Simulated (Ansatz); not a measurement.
**BeS: a single-point run**

Aim: a sound single-point run of BeS. The structure is shown as the input types it.

The COD entry's cell or inner coordinates are ideal or old and differ from later refinements, so a difference from it is no clean test against experiment.

Program: Ansatz 0.2.0. Level of theory: density functional or hybrid calculation with the settings of its input, plane waves (as first typed). These are calculated values, not measurements.

3 further runs of the same task are left out: 1 for a known fault of the program, 2 that didn't finish.

### 1 The system as given

It takes space group F-43m (No. 216, cubic). Conventional cell: a = 4.869 Å, b = 4.869 Å, c = 4.869 Å, α = 90.00°, β = 90.00°, γ = 90.00°. Be (site symmetry -43m) is surrounded by 4 S at 2.11 Å. Around S (site symmetry -43m) lie 4 Be at 2.11 Å.

Structure file:

```
Be S
1.0
     0.00000    2.43431    2.43431
     2.43431    0.00000    2.43431
     2.43431    2.43431    0.00000
Be S
1 1
Direct
  0.00000 0.00000 0.00000
  0.25000 0.25000 0.25000
```

### 2 Running it

input.yaml reads:

```yaml
crystal:
  lattice:
    - [0.0, 2.4343066366, 2.4343066366]
    - [2.4343066366, 0.0, 2.4343066366]
    - [2.4343066366, 2.4343066366, 0.0]
  atoms:
    - { symbol: Be, position: [0.0, 0.0, 0.0] }
    - { symbol: S, position: [0.25, 0.25, 0.25] }
kpoints:
  mp_grid: { grid: [1, 1, 1] }
hamiltonian:
  xc: r2scan
scf:
  occupations: { method: fixed }
  n_extra_bands: 4
output:
  forces: true
  stress: true
  eigenvalues: true
```

On the command line:

```bash
$ ansatz run input.yaml --threads 4 --pin off --max-ram 3686MiB --backend cpu --events-out ev --progress --plain --runs-dir out
```

**Question.** How will this run end, and is anything wrong with its input?

The program finished normally. It gives a pressure of 82 GPa, which is large; a structure far from rest gives such values too, whatever the setting.

In the input, kpoints.mp_grid.grid is [1, 1, 1]. Band dispersion is ignored when only one k-point is used.

To check: set kpoints.mp_grid.grid to [6, 6, 6].
